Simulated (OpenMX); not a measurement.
Nb in OpenMX: the effect of dispersion

The system is Nb.

```
Nb
1.0
    -1.66395    1.66395    1.66395
     1.66395   -1.66395    1.66395
     1.66395    1.66395   -1.66395
Nb
1
Direct
  0.00000 0.00000 0.00000
```

Alike in all runs:

```yaml
Program: OpenMX 3.8.5
Task: single point
Functional: PBE
Potentials_or_basis: OpenMX 2013 PBE set, Nb7.0-s3p2d2, grid cutoff 400 Ry
k_mesh: 9 × 9 × 9
Occupations: fermi-dirac, width 0.05 eV
Spin: no spin polarisation
```

| dispersion | pressure (GPa) |
| --- | --- |
| none | -0.5 |
| D3 | -6.8 |
| D3(BJ) | -7.0 |
| D4 | ? |

Question: What does the run with dispersion D4 give?

Answer: Pressure -3.2 GPa.

Caveats: the basis of atomic orbitals isn't converged, which shifts pressures, moduli and gaps; pairwise dispersion overbinds metals, which lowers pressure and volume (some runs).
